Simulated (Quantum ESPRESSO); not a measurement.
Crystal: TaS2.

```
Ta S
1.0
     3.35000    0.00000    0.00000
    -1.67500    2.90119    0.00000
     0.00000    0.00000    5.86000
Ta S
1 2
Direct
  0.00000 0.00000 0.00000
  0.66667 0.33333 0.75000
  0.33333 0.66667 0.25000
```

| Property | Result |
| --- | --- |
| Program | Quantum ESPRESSO 7.5 |
| Task | phonons |
| Functional | BLYP |
| Potentials or basis | PseudoDojo 0.4.1 SR PBE standard |
| Cutoff | 789 eV |
| Density cutoff | 3157 eV |
| k mesh | 9 × 9 × 5 |
| Occupations | cold, width 0.2 eV |
| Spin | no spin polarisation |
| Mixing beta | 0.5 |
| Most SCF iterations | 120 |
| SCF threshold | 6e-10 Ry |

The atoms were relaxed first, and the response was taken there.

What is the highest optical frequency at the zone centre?

376 cm⁻¹, a mode of symmetry A1g (Raman).

Optical modes at Γ, degenerate ones joined:
| cm⁻¹ | components | symmetry | active in |
| --- | --- | --- | --- |
| 214 | 2 | Eu | IR |
| 259 | 2 | Eg | Raman |
| 365 | 1 | A2u | IR |
| 376 | 1 | A1g | Raman |

Caveat: the mesh is thin for the phonons of a metal; the cell is more than 3 GPa from zero pressure, which shifts response properties.
